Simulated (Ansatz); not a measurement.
CoO:

```
Co O
1.0
     3.19765    0.00000    0.00000
    -1.59882    2.76924    0.00000
     0.00000    0.00000    5.22871
Co O
2 2
Direct
  0.33333 0.66667 0.50336
  0.00000 0.00000 0.00347
  0.33333 0.66667 0.87156
  0.00000 0.00000 0.37161
```

Measurements of this composition are mostly on another form, of space group No. 225.

Base run:

- Program: Ansatz 0.2.0
- Functional: PBEsol
- Potentials or basis: Ansatz PAW
- Cutoff: 420 eV (not typed: the program's choice for these potentials)
- k mesh: 10 × 10 × 5
- Occupations: fermi-dirac, width 0.05 eV
- Spin: collinear spin, antiferromagnetic start
- Starting moments: [2.0, -2.0, 0.0, 0.0] μB

Its results: band gap on the k mesh none (metal or under the smearing width); pressure -9.9 GPa; largest force 0.101 eV/Å.

Problem. The run is repeated on the same cell with these changes: spin from collinear spin, antiferromagnetic start to no spin polarisation. What comes out?

Solution. Band gap on the k mesh none (metal or under the smearing width); pressure -22.2 GPa; largest force 0.077 eV/Å.

Caveats: semilocal functionals often make such compounds metallic where correlation or magnetic order opens a gap, which also shifts bond lengths; the PAW data sets come from PBE, with cores solved anew for the run's functional, which leaves a small shift of forces and pressure.
